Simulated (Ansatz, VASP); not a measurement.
One calculation of AlN, two programs

File INCAR:

```
PREC     = Accurate       # precision mode
ENCUT    = 520            # plane-wave cutoff, eV
EDIFF    = 1E-7           # SCF threshold, eV
ISMEAR   = 0              # smearing method
SIGMA    = 0.05           # smearing width, eV
LREAL    = False          # projectors in reciprocal space
LASPH    = True           # aspherical terms in the spheres
NELM     = 100            # most SCF steps
ALGO     = Normal         # electronic algorithm
ISIF     = 2              # what is computed and relaxed
LWAVE    = False          # write WAVECAR
LCHARG   = False          # write CHGCAR
GGA      = PE             # functional
NBANDS   = 36             # bands
```

File KPOINTS:

```
Automatic mesh
0
Gamma
  8 8 2
```

POSCAR

```
AlN
1.0
    2.1839935596     -2.1839935596      0.0000000000
    2.1839935596      0.0000000000     -2.1839935596
    9.3911723063      8.0807761705      8.7359742384
Al N
6 6
Direct
    0.6479266667      0.6666666667      0.0624666667
   -0.2687400000      0.0000000000      0.8958000000
    0.2645933333      0.3333333333      0.2291333333
    0.4979266667      0.6666666667      0.5624666667
   -0.1187400000      0.0000000000      0.3958000000
    0.1145933333      0.3333333333      0.7291333333
    0.5354266667      0.6666666667      0.4374666667
    0.9187600000      1.0000000000      0.2708000000
    0.1520933333      0.3333333333      0.6041333333
    0.3854266667      0.6666666667      0.9374666667
   -0.2312400000      0.0000000000      0.7708000000
    0.3020933333      0.3333333333      0.1041333333
```

Input for Ansatz:

```yaml
crystal:
  lattice:
    - [2.1839935596, -2.1839935596, 0.0]
    - [2.1839935596, 0.0, -2.1839935596]
    - [9.3911723063, 8.0807761705, 8.7359742384]
  atoms:
    - { symbol: Al, position: [0.6479266667, 0.6666666667, 0.0624666667] }
    - { symbol: Al, position: [-0.26874, 0.0, 0.8958] }
    - { symbol: Al, position: [0.2645933333, 0.3333333333, 0.2291333333] }
    - { symbol: Al, position: [0.4979266667, 0.6666666667, 0.5624666667] }
    - { symbol: Al, position: [-0.11874, 0.0, 0.3958] }
    - { symbol: Al, position: [0.1145933333, 0.3333333333, 0.7291333333] }
    - { symbol: "N", position: [0.5354266667, 0.6666666667, 0.4374666667] }
    - { symbol: "N", position: [0.91876, 1.0, 0.2708] }
    - { symbol: "N", position: [0.1520933333, 0.3333333333, 0.6041333333] }
    - { symbol: "N", position: [0.3854266667, 0.6666666667, 0.9374666667] }
    - { symbol: "N", position: [-0.23124, 0.0, 0.7708] }
    - { symbol: "N", position: [0.3020933333, 0.3333333333, 0.1041333333] }
basis:
  ecutwfc: 420
kpoints:
  mp_grid: { grid: [8, 8, 2] }
hamiltonian:
  xc: pbe
scf:
  occupations: { method: gaussian, width: 0.05 }
output:
  forces: true
  stress: true
  eigenvalues: true
```

Alike in both runs: task single point; functional PBE; k mesh 8 × 8 × 2; occupations gaussian, width 0.05 eV; no spin polarisation.

|  | VASP | Ansatz |
| --- | --- | --- |
| version | VASP 6.6.1 | Ansatz 0.2.0 |
| potentials or method | VASP PAW PBE potentials, release 64 (Al, N) | scalar-relativistic, plane waves, PAW |
| plane-wave cutoff (eV) | 520 | 420 |
| valence electrons in the cell | 48 | 48 |

|  | VASP | Ansatz | Ansatz less VASP |
| --- | --- | --- | --- |
| gap on the k mesh at the Fermi level (eV) | 2.92 | 2.93 | +0.009 |
| least direct gap on the mesh (eV) | 3.20 | 3.21 | +0.008 |
| pressure (GPa) | 3.7 | 4.0 | +0.26 |
| largest component of the traceless stress (GPa) | 4.18 | 4.16 | -0.014 |
| rms of the force components (eV/Å) | 0.343 | 0.343 | +0.0004 |

Atom by atom the forces differ by 0.003 eV/Å (rms over components).

Caveats: forces of over 1 eV/Å show positions far from the minimum, so gaps and moduli don't describe the material at rest. A k mesh can miss the band edges.
